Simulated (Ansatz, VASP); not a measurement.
## Two plane-wave programs on PbS

```
Pb S
1.0
     5.09504    0.00000    0.00000
    -2.54752    4.41243    0.00000
     0.00000    0.00000    6.11533
Pb S
2 2
Direct
  0.33333 0.66667 0.93592
  0.66667 0.33333 0.43592
  0.33333 0.66667 0.43908
  0.66667 0.33333 0.93908
```

Alike in both runs: task single point; functional r2SCAN; k mesh 6 × 6 × 4; no spin polarisation.

```csv
,VASP,Ansatz
version,VASP 6.6.1,Ansatz 0.2.0
potentials or method,"VASP PAW PBE potentials, release 64 (Pb_d, S)","plane waves, PAW"
plane-wave cutoff (eV),520,500
occupations,"gaussian, width 0.01 eV",fixed
valence electrons in the cell,40,40
```

```csv
,VASP,Ansatz,Ansatz less VASP
gap on the k mesh at the Fermi level (eV),1.80,1.79,-0.004
pressure (GPa),-2.3,-2.3,+0.02
largest component of the traceless stress (GPa),0.14,0.13,-0.013
rms of the force components (eV/Å),0.005,0.006,+0.0004
```

Atom by atom the forces differ by 0.000 eV/Å (rms over components).

Caveats: the PAW data sets were made with another functional, which shifts forces and pressure a little (VASP); spin-orbit coupling is left out, which as a rule narrows the gap of such compounds by several tenths of an eV. A k mesh can miss the band edges.
